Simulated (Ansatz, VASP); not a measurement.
Two plane-wave programs on Sb

File INCAR:

```
  PREC = Accurate
  ENCUT = 520
  EDIFF = 1E-7
  ISMEAR = -1
  SIGMA = 0.1
  LREAL = False
  LASPH = True
  NELM = 80
  ALGO = Normal
  ISIF = 2
  LWAVE = False
  LCHARG = False
  GGA = RE
  NBANDS = 8
```

Contents of KPOINTS:

```
regular mesh
0
Gamma
  13 13 13
```

Contents of POSCAR:

```
Sb
1.0
    0.0000000000      2.4696506552      2.4696506552
    2.4696506552      0.0000000000      2.4696506552
    2.4696506552      2.4696506552      0.0000000000
Sb
1
Direct
    0.0000000000      0.0000000000      0.0000000000
```

Input for Ansatz:

```yaml
crystal:
  lattice:
    - [0.0, 2.4696506552, 2.4696506552]
    - [2.4696506552, 0.0, 2.4696506552]
    - [2.4696506552, 2.4696506552, 0.0]
  atoms:
    - { symbol: Sb, position: [0.0, 0.0, 0.0] }
hamiltonian:
  xc: revpbe
  pseudopotentials:
    kind: paw
    azcp:
      Sb: "pseudopotentials/Sb.paw.azcp"
basis:
  ecutwfc: 420
  fft_grid_basis: typed
kpoints:
  mp_grid: { grid: [13, 13, 13], shift: [0, 0, 0] }
magnetization:
  spin_polarized: false
scf:
  occupations: { method: fermi_dirac, width: 0.1 }
  lower_state_search: "off"
output:
  stress: true
```

Alike in both runs: task single point; functional revPBE; k mesh 13 × 13 × 13; occupations fermi-dirac, width 0.1 eV; no spin polarisation.

|  | VASP | Ansatz |
| --- | --- | --- |
| version | VASP 6.6.1 | Ansatz 0.2.0 |
| potentials or method | VASP PAW PBE potentials, release 64 (Sb) | plane waves (420 eV) with PAW, scalar-relativistic |
| plane-wave cutoff (eV) | 520 | 420 |
| valence electrons in the cell | 5 | 15 |

```tsv
	VASP	Ansatz	Ansatz less VASP
pressure (GPa)	-3.6	-3.4	+0.15
```

The two sets of potentials don't hold the same shells in valence.

Caveats: the PAW data sets were made with another functional, which shifts forces and pressure a little (VASP). The runs have no spin-orbit coupling, so splittings on Sb are missing.
